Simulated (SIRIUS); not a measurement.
Crystal: Rh.

```
CELL_PARAMETERS angstrom
0.00000 1.89785 1.89785
1.89785 0.00000 1.89785
1.89785 1.89785 0.00000
ATOMIC_POSITIONS crystal
Rh 0.00000 0.00000 0.00000
```

Program: SIRIUS 7.10.0. Alike in all runs: task single point; potentials or basis PseudoDojo 0.4.1 PBE standard (scalar relativistic); no spin polarisation; cell as given; k mesh 12 × 12 × 12; cutoff (eV) 1202; smearing fermi-dirac 0.05 eV.

Order these runs on this cell by their pressure, lowest first.
A. level PBE
B. level BLYP
C. level PBEsol
D. level RPBE
E. level RGE2

C (-3.3 GPa), E (-1.2 GPa), A (7.6 GPa), D (12.2 GPa), B (21.8 GPa).

Caveats: the potentials were made for another functional, which shifts forces and pressure (some runs).

Not every run made on this cell is shown here.
